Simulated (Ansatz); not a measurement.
# CuAu in Ansatz: the effect of functional

CuAu:

```xyz
2
Lattice="1.4236 0.8219 4.1986 -1.4236 0.8219 4.1986 0.0000 -1.6438 4.1986" Properties=species:S:1:pos:R:3 pbc="T T T"
Au    0.0000    0.0000    0.0000
Cu    0.0000    0.0000    6.2980
```

The cell comes from a database or a generator and needn't be the stable form of this composition.

The cell isn't the ideal one: volume scaled by 0.96.

Alike in all runs:

- Program: Ansatz 0.2.0
- Task: single point
- Potentials or basis: Ansatz PAW
- k mesh: 11 × 11 × 11
- Occupations: fermi-dirac, width 0.05 eV
- Spin: no spin polarisation

| functional | cutoff | pressure (GPa) |
| --- | --- | --- |
| LDA | 420 eV (not typed: the program's choice for these potentials) | -7.6 |
| PBEsol | 420 eV (not typed: the program's choice for these potentials) | -2.6 |
| r2SCAN | 500 eV (not typed: the program's choice for these potentials) | ? |

**Question.** What does the run with functional r2SCAN give?

**Answer.** Pressure 1.1 GPa.

Caveats: the PAW data sets come from PBE, with cores solved anew for the run's functional, which leaves a small shift of forces and pressure.
